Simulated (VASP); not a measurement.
Mo, 2 atoms in the cell. The typed cell holds 2 atoms: a = 2.850 Å, b = 2.850 Å, c = 4.030 Å, α = 90.00°, β = 90.00°, γ = 90.00°. This isn't the form of Mo at room conditions, which is bcc. The cell isn't the ideal one: a zone-boundary wave of random shape, sigma 0.15 Å.

* Program: VASP 6.6.1
* Task: relaxation of the atoms
* Functional: LDA
* Potentials or basis: VASP PAW LDA potentials, release 64 (Mo_sv)
* Cutoff: 520 eV
* k mesh: 9 × 9 × 7
* Occupations: methfessel-paxton, width 0.1 eV
* Spin: no spin polarisation
* Further INCAR settings: ALGO = Normal; EDIFF = 1e-06; IBRION = 2; EDIFFG = -0.005; NSW = 40

Potentials or basis: VASP PAW LDA potentials, release 64 (Mo_sv).

Run with:

```sh
$ cat potpaw_LDA.64/Mo_sv/POTCAR > POTCAR
$ mpirun -np 1 vasp_std > vasp.out
```

Hardware: 1 thread of AMD EPYC 7R13 Processor (Zen 3), with other jobs on the host.

**Question.** Estimate the wall time of this run.

**Answer.** Run time: 10 min on 1 thread of AMD EPYC 7R13 Processor (Zen 3), on a shared host, peak memory 0.21 GiB. Counts: scf iterations 63, k points 284, ion steps 12.
